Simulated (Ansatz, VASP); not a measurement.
## One calculation of Se, two programs

```
CELL_PARAMETERS angstrom
1.39427 -4.03900 0.00000
1.39427 4.03900 0.00000
0.00000 0.00000 4.61343
ATOMIC_POSITIONS crystal
Se 0.93566 0.06434 0.25000
Se 0.06434 0.93566 0.75000
```

Alike in both runs: task single point; functional PBE; k mesh 6 × 6 × 4; occupations fermi-dirac, width 0.014 eV; no spin polarisation.

|  | VASP | Ansatz |
| --- | --- | --- |
| version | VASP 6.6.1 | Ansatz 0.2.0 |
| potentials or method | VASP PAW PBE potentials, release 64 (Se) | scalar-relativistic, plane waves, PAW |
| plane-wave cutoff (eV) | 520 | 420 |
| valence electrons in the cell | 12 | 32 |

VASP gave:

```
gap on the k mesh at the Fermi level (eV)       : none
pressure (GPa)                                  : 1.6
largest component of the traceless stress (GPa) : 3.74
rms of the force components (eV/Å)              : 0.197
```

Question: What did Ansatz give for the same quantities?

Answer: gap on the k mesh at the Fermi level (eV): none; pressure (GPa): 1.6; largest component of the traceless stress (GPa): 3.79; rms of the force components (eV/Å): 0.198.

Atom by atom the forces differ by 0.001 eV/Å (rms over components). A gap of «none» marks a metal or a gap that the smearing closes. The two sets of potentials don't hold the same shells in valence.

Caveats: the k mesh is coarse (spacing up to 0.40 Å⁻¹), so the values aren't converged.
